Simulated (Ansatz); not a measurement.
P: computed properties

The calculation used DFT PBEsol+D3(BJ), scalar-relativistic, plane waves, PAW in Ansatz 0.2.0.

Settings: cutoff 420 eV, Γ-centred mesh 18×18×18 on the computed 1-atom cell, Gaussian smearing of 0.10 eV; no spin polarisation.

The structure is relaxed at this level of theory with its symmetry kept. This simple cubic form isn't the element's structure at ambient conditions.

```xyz
1
Lattice="2.3905 0.0000 0.0000 0.0000 2.3905 0.0000 0.0000 0.0000 2.3906" Properties=species:S:1:pos:R:3 pbc="T T T"
P     0.0000    0.0000    0.0000
```

| Item | Value |
| --- | --- |
| Space group | Pm-3m (No. 221) |
| Volume per atom | 13.66 Å³ |
| Kohn–Sham band gap | none (metal) |
| Density of states at the Fermi level | 0.29 states/eV per cell |
| Löwdin character within 0.5 eV of the Fermi level | P 3p 78 %, P 3s 14 %, unprojected 8 % |
| Bulk modulus | 135 GPa |
| Its pressure derivative | 5.0 |
| Bader charges (e) | P (1 in the cell) 0.00 |